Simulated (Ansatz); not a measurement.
# SiO2: pressure against volume

Reference cell: a structure deposited in the COD, ions relaxed with PBE at fixed cell.

Space group P4_12_12 (No. 92); a = 4.9727, c = 6.9257 Å.

| site | Wyckoff | site symmetry | x | y | z |
| --- | --- | --- | --- | --- | --- |
| Si | 4a | ..2 | 0.3055 | 0.3055 | 0.0000 |
| O | 8b | 1 | 0.2365 | 0.1167 | 0.1852 |

One atom of each set is listed.

Method: Kohn–Sham DFT in Ansatz, PBE, plane waves and PAW, scalar-relativistic, 420 eV cutoff, Γ-centred 6×6×5 k-points, Fermi–Dirac smearing 0.02 eV.

The cell is scaled uniformly, and the ions relax again at each size.

```
V/V₀  pressure (GPa)  gap on the k-mesh (eV)
0.94               ?                       ?
0.96             2.1                    5.69
0.98             1.7                    5.65
1.00             1.2                    5.62
1.02             0.8                    5.59
1.04             0.5                    5.56
1.06             0.1                    5.53
```

(1) Estimate the row at V/V₀ = 0.94, the equilibrium volume and the bulk modulus.

Results:

(1) pressure (GPa): 2.6; gap on the k-mesh (eV): 5.72. Worked: a parabola in ln(V/V₀) through the other 6 rows gives 2.6 GPa there. It crosses zero pressure at V/V₀ = 1.069, the equilibrium volume of this functional, where the bulk modulus is B = −dP/d ln V = 17 GPa. The shape of the cell is held, so in this non-cubic crystal both values are those of uniform scaling, and B is an upper bound to the hydrostatic one. The gap falls as the cell grows, by 0.016 eV per per cent of volume.

PBE gaps are too small, by a third to a half in many semiconductors; their changes with volume are better.
